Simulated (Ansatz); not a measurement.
# HgTe: do energies and stresses tell the same story?

Computed with DFT PBE+D3(BJ), scalar-relativistic, plane waves, PAW in Ansatz.

Plane waves to 420 eV, a k mesh through Γ of 12×12×12 on the computed 2-atom cell and Gaussian smearing (0.10 eV); no spin polarisation.

Relaxed cell: Fm-3m, a = 6.040 Å, b = 6.040 Å, c = 6.040 Å, α = 90.00°, β = 90.00°, γ = 90.00°, 2 atoms in the primitive cell. This rock-salt form isn't the usual stable structure of the compound.

Energies at zero smearing and pressures from the stress tensor, at volumes with shape and atoms relaxed:
```tsv
V (Å³/atom)	E − E(first) (meV/atom)	P (GPa)
24.235	0.00	9.94
25.061	-42.74	6.71
25.887	-70.30	4.04
26.713	-85.28	1.83
27.539	-89.83	-0.01
28.365	-85.73	-1.53
29.192	-74.48	-2.78
30.293	-50.52	-4.11
```

Task: Check P = −dE/dV between neighbouring volumes, and get the bulk modulus from the pressures alone.

Result: With 1 eV/Å³ = 160.2 GPa:
| middle V (Å³/atom) | −ΔE/ΔV (GPa) | mean P (GPa) |
| --- | --- | --- |
| 24.648 | 8.289 | 8.327 |
| 25.474 | 5.345 | 5.378 |
| 26.300 | 2.905 | 2.933 |
| 27.126 | 0.881 | 0.908 |
| 27.952 | -0.795 | -0.768 |
| 28.779 | -2.181 | -2.153 |
| 29.742 | -3.485 | -3.443 |

The two differ by 0.04 GPa at most. The mean of two end pressures misses the average over a step by about ΔV² P″/12, up to 0.05 GPa here; with that taken off 0.01 GPa remains. Around V = 27.539 Å³/atom, the two neighbours give B = −V ΔP/ΔV = 27.539 × 3.35 / 1.652 = 55.9 GPa, against B0 = 55.7 GPa from the Birch–Murnaghan fit of the energies.

Spin–orbit coupling is left out, which can shift energies with elements as heavy as these.